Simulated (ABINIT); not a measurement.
A run of ABINIT 10.8.3 (patched build) is set up as follows.

File run.py:

```python
import json, os
import numpy as np
from ase.eos import EquationOfState
from ase.units import GPa
from ase.calculators.mixing import SumCalculator
from dftd3.ase import DFTD3
from ase.calculators.abinit import Abinit, AbinitProfile
from ase import Atoms

atoms = Atoms(['Ti', 'C'],
              cell=[[0.0, 2.1657188437, 2.1657188437], [2.1657188437, 0.0, 2.1657188437], [2.1657188437, 2.1657188437, 0.0]],
              scaled_positions=[[0.0, 0.0, 0.0], [0.5, 0.5, 0.5]],
              pbc=True)

profile = AbinitProfile(command='abinit', pp_paths=[os.path.abspath('pseudos')])
params = dict(
    pps='pawxml', xc='PBE',
    ecut=517.0163,
    pawecutdg=1034.0327,
    pawxcdev=0,
    kptopt=1,
    ngkpt=[11, 11, 11],
    nshiftk=1,
    shiftk=[0.0, 0.0, 0.0],
    ixc=11,
    nband=12,
    occopt=3,
    tsmear=0.05,
    nstep=100,
    tolvrs=1e-09,
    prtwf=0,
    prtden=0,
)

cell0 = atoms.cell.copy()
volumes, energies = [], []
for i, x in enumerate([0.94, 0.96, 0.98, 1.0, 1.02, 1.04, 1.06]):
    atoms.set_cell(cell0 * x ** (1 / 3), scale_atoms=True)
    atoms.calc = SumCalculator([Abinit(profile=profile, directory=f'v{i}', **params), DFTD3(method='pbe', damping='d3zero')])
    volumes.append(atoms.get_volume() / len(atoms))
    dft, disp = atoms.calc.mixer.calcs
    energies.append((dft.get_property('free_energy', atoms) + disp.get_property('energy', atoms)) / len(atoms))
    print(f'{x:5.2f} {volumes[-1]:10.5f} A^3/atom {energies[-1]:14.6f} eV/atom', flush=True)
    json.dump(dict(volumes=volumes, energies=energies), open('results.json', 'w'))
v0, e0, b0 = EquationOfState(volumes, energies, eos='sjeos').fit()
print(f'V0 {v0:.4f} A^3/atom  E0 {e0:.6f} eV/atom  B0 {b0 / GPa:.2f} GPa')
```

Potentials or basis: JTH PAW PBE v2.0.

The run is started by

```bash
$ python run.py
```

What does it give for the pressure derivative of the bulk modulus?

4.8 (rough: it moves with the points fitted).

Estimate the bulk modulus.

266 GPa.

What does it give for the equilibrium volume?

9.98 Å³/atom.

Energy against volume, from the lowest point:
```csv
volume (Å³/atom),energy (meV/atom)
9.548,16.62
9.752,4.48
9.955,0.00
10.158,2.62
10.361,11.35
10.564,25.68
10.767,44.73
```

Caveat: pressures at fixed basis lie under the slope of the energies; the log and the count of SCF iterations are those of the last ABINIT call alone.
